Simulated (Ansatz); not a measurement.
## Contact densities of CsI against volume

```xyz
2
Lattice="4.6652 0.0000 0.0000 0.0000 4.6652 0.0000 0.0000 0.0000 4.6652" Properties=species:S:1:pos:R:3 pbc="T T T"
Cs    0.0000    0.0000    0.0000
I     2.3326    2.3326    2.3326
```

Atom numbers follow the list: Cs1, I2.

The cell is the one relaxed in the Materials Project (mp-1056920), not relaxed further here; entries there can be hypothetical.

No spin–orbit coupling, which matters for the heavy atoms here.

All numbers below come from Ansatz 0.2.0, DFT, r2SCAN, all-electron PAW with datasets made for the crystal, scalar-relativistic.

Numerical set-up: a Γ-centred 7×7×7 k mesh, Fermi–Dirac smearing of 0.02 eV, cutoff 300 eV (chosen by the program for this cell), no spin polarisation.

The contact density is the mean electron density over the nuclear volume; its changes set Mössbauer isomer shifts. Changes below are taken from the unscaled cell, where it is 1.89701e+06 e/Å³ at Cs1, 1.60098e+06 e/Å³ at I2.

```csv
V/V(cell),P (GPa),Δρ(0) Cs1 (e/Å³),Δρ(0) I2 (e/Å³)
0.9500,0.2,?,?
1.0000,-0.4,0.00,0.00
1.0500,-0.8,-0.80,?
```

(1) What belongs in the row "0.9500", column "Δρ(0) Cs1 (e/Å³)"?

(2) What belongs in the row "0.9500", column "Δρ(0) I2 (e/Å³)"?

(3) What belongs in the row "1.0500", column "Δρ(0) I2 (e/Å³)"?

The datasets are made afresh for each cell, so very small changes are uncertain. Scalar relativity leaves out the p1/2 density at heavy nuclei.

Results:

(1) 0.90.

(2) -0.30.

(3) 0.30.
